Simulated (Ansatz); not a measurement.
# Rhodium, hcp under PBE: ground state and equation of state

The plan for rhodium in the hcp structure: relax it, solve it on a dense k-mesh, then scale the cell to 7 volumes from 88 to 112 % of the relaxed one and try a fit of the equation of state. The start is ferromagnetic. The k-meshes are 13×13×7 for the relaxation; 22×22×12 for the dense run; 15×15×8 for the volumes.

This is Rh in the hcp structure; at room conditions it is fcc.

Computed with Ansatz 0.2.0 (DFT PBE, plane waves (420 eV) with PAW, scalar-relativistic, unless a step says otherwise).

### Step 1. Starting point

It takes space group P6_3/mmc (No. 194, hexagonal). Conventional cell: a = 2.689 Å, b = 2.689 Å, c = 4.391 Å, α = 90.00°, β = 90.00°, γ = 120.00°. Rh (site symmetry -6m2) has 12 Rh at 2.69 Å as nearest neighbours.

As a file:

```cif
data_structure
_symmetry_space_group_name_H-M 'P 1'
_symmetry_Int_Tables_number 1
_cell_length_a 2.6892
_cell_length_b 2.6892
_cell_length_c 4.3915
_cell_angle_alpha 90.000
_cell_angle_beta 90.000
_cell_angle_gamma 120.000
_cell_volume 27.50
loop_
_atom_site_label
_atom_site_type_symbol
_atom_site_fract_x
_atom_site_fract_y
_atom_site_fract_z
_atom_site_occupancy
Rh1 Rh 0.33333 0.66667 0.25000 1
Rh2 Rh 0.66667 0.33333 0.75000 1
```

Starting moments (μB): +1 ×2.

### Step 2. Relaxing cell and atoms

Contents of input.yaml:

```yaml
crystal:
  lattice:
    - [2.6891940459, 0.0, 0.0]
    - [-1.3445970229, 2.3289103594, 0.0]
    - [0.0, 0.0, 4.3914538769]
  atoms:
    - { symbol: Rh, position: [0.3333333333, 0.6666666667, 0.25], spin: 1.0 }
    - { symbol: Rh, position: [0.6666666667, 0.3333333333, 0.75], spin: 1.0 }
hamiltonian:
  xc: pbe
  pseudopotentials:
    kind: paw
    azcp:
      Rh: "pseudopotentials/Rh.paw.azcp"
basis:
  ecutwfc: 420
  fft_grid_basis: typed
kpoints:
  mp_grid: { grid: [13, 13, 7], shift: [0, 0, 0] }
magnetization:
  spin_polarized: true
scf:
  occupations: { method: fermi_dirac, width: 0.05 }
relax:
  max_steps: 60
  f_tol: 0.01
  cell: {}
```

Run with:

```bash
> ansatz run input.yaml --threads 2 --pin off --max-ram 6144MiB --backend cpu --events-out ev --progress --plain --runs-dir out
```

After this run come: Single point on a dense mesh; Equation of state: 88 %; Equation of state: 92 %; Equation of state: 96 %; Equation of state: 100 %; Equation of state: 104 %; Equation of state: 108 %; Equation of state: 112 %.

**Question.** What will these runs give? Wanted: space group; conventional cell; volume; shortest distance; gap on the mesh; magnetic state; relative to fcc; V₀, B₀, B₀′.

**Answer**, as computed:

| quantity | value |
| --- | --- |
| space group (spins left aside) | P6_3/mmc (No. 194) |
| conventional cell | a = 2.723 Å, c = 4.394 Å (c/a = 1.614) |
| volume | 14.104 Å³/atom |
| shortest distance | 2.701 Å |
| gap on the mesh | none (levels filled in part) |
| magnetic state | non-magnetic |
| relative to fcc | +38 meV/atom |
| V₀, B₀, B₀′ | 14.094 Å³/atom, 255 GPa, 5.2 |

**Reading.** From the guessed start the volume grew by 2.6 % in 6 steps. It lies 38 meV/atom above the element's reference form at the same level (fcc, from a run of its own). The starting moments do not survive. No gap shows: it is a metal or semimetal at this level. B₀ comes out at 255 GPa; letting shape and positions relax at each volume could only lower it. Relaxation kept the symmetry; phonons were not checked.
